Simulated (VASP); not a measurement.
# A VASP 6.6.1 single-point calculation on Si

INCAR

```
METAGGA = SCAN
IBRION = -1
SIGMA = 0.02
ISMEAR = -1
LASPH = .TRUE.
NSW = 0
LWAVE = .FALSE.
LREAL = .FALSE.
PREC = Accurate
LCHARG = .FALSE.
EDIFF = 1E-7
ENCUT = 520
NBANDS = 11
NELM = 61
ISIF = 2
```

KPOINTS

```
KPOINTS created by Atomic Simulation Environment
0
Gamma
8 8 8
0 0 0
```

POSCAR

```
Si
 1.0000000000000000
     0.1060954022000000    2.7193295421000001    2.7193295421000001
     2.7193295421000001    0.1060954022000000    2.7193295421000001
     2.7193295421000001    2.7193295421000001    0.1060954022000000
 Si
   2
Cartesian
  0.0148929586610297  0.0148929586610297  0.0148929586610297
  1.3712956629389703  1.3712956629389701  1.3712956629389701
```

The recommended PBE PAW datasets give the neutral cell 8 valence electrons.

Command

```
mpirun -np 1 vasp_std
```

Task: Predict the outcome of this run.

Result: It converged. Results: gap between bands v and c on the k mesh 0.30 eV; least direct gap on the k mesh 1.95 eV; pressure 5.9 GPa; largest force 0.03 eV/Å. Band v is the last that the valence electrons fill when counted band by band, and c is the next.

OSZICAR

```
N       E                     dE             d eps       ncg     rms          rms(c)
DAV:   1    -0.268769006970E+01   -0.26877E+01   -0.32490E+03  1430   0.580E+02
DAV:   2    -0.205608800362E+02   -0.17873E+02   -0.16726E+02  1843   0.872E+01
DAV:   3    -0.211422110707E+02   -0.58133E+00   -0.57919E+00  1763   0.133E+01
DAV:   4    -0.211465093398E+02   -0.42983E-02   -0.42978E-02  1647   0.146E+00
DAV:   5    -0.211465477849E+02   -0.38445E-04   -0.38446E-04  1823   0.132E-01    0.652E+00
DAV:   6    -0.199307447776E+02    0.12158E+01   -0.24347E-01  1501   0.401E+00    0.428E+00
DAV:   7    -0.199276885700E+02    0.30562E-02   -0.28016E-01  1487   0.389E+00    0.375E-01
DAV:   8    -0.199243956197E+02    0.32930E-02   -0.19241E-02  1671   0.106E+00    0.312E-01
DAV:   9    -0.199246898279E+02   -0.29421E-03   -0.11893E-03  1600   0.349E-01    0.912E-02
DAV:  10    -0.199246434141E+02    0.46414E-04   -0.28667E-04  1556   0.135E-01    0.154E-02
DAV:  11    -0.199246501802E+02   -0.67662E-05   -0.17031E-05  1663   0.404E-02    0.822E-03
DAV:  12    -0.199246514625E+02   -0.12822E-05   -0.12401E-06  1597   0.103E-02    0.245E-03
DAV:  13    -0.199246508963E+02    0.56616E-06   -0.18109E-07  1670   0.342E-03    0.182E-03
DAV:  14    -0.199246508551E+02    0.41216E-07   -0.20870E-08   889   0.127E-03
   1 F= -.19924651E+02 E0= -.19924650E+02  d E =-.181612E-05
```

Standard output (part)

```
POSCAR found type information on POSCAR Si
 POSCAR found :  1 types and       2 ions
 LDA part: xc-table for (None), standard interpolation
 POSCAR, INCAR and KPOINTS ok, starting setup
 WAVECAR not read
 entering main loop
```

For comparison, a separate PBE run of the intended cell, on usual settings and not on those above, gives a gap of 0.06 eV on its mesh and a pressure of 8.0 GPa.
